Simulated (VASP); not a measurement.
A run of VASP 6.6.1:

The input INCAR:

```
SYSTEM = RbBr
ALGO = Normal ; EDIFF = 1E-8
ENCUT = 520 ; GGA = PS
IBRION = 8 ; ISIF = 2
ISMEAR = -1 ; LASPH = .TRUE.
LCHARG = .FALSE. ; LEPSILON = .TRUE.
LREAL = .FALSE. ; LWAVE = .FALSE.
NELM = 60 ; PREC = Accurate
SIGMA = 0.05
```

The input KPOINTS:

```
k-points
0
G
  7 7 7
  0 0 0
```

File POSCAR:

```
RbBr
1.0
    0.0000000000      3.4270000000      3.4270000000
    3.4270000000      0.0000000000      3.4270000000
    3.4270000000      3.4270000000      0.0000000000
Rb Br
1 1
Direct
    0.0000000000      0.0000000000      0.0000000000
    0.5000000000      0.5000000000      0.5000000000
```

Potentials or basis: VASP PAW PBE potentials, release 64 (Rb_sv, Br).

Command:

```sh
$ cat potpaw_PBE.64/Rb_sv/POTCAR potpaw_PBE.64/Br/POTCAR > POTCAR
$ mpirun -np 1 vasp_std > vasp.out
```

Hardware: 1 thread of Intel(R) Xeon(R) Platinum 8488C (Sapphire Rapids), on a shared host.

Problem. Estimate the wall time of this run.

Solution. Run time: 6.3 min on 1 thread of Intel(R) Xeon(R) Platinum 8488C (Sapphire Rapids) (shared host), peak memory 0.3 GiB. Counts: scf iterations 191, k points 20.
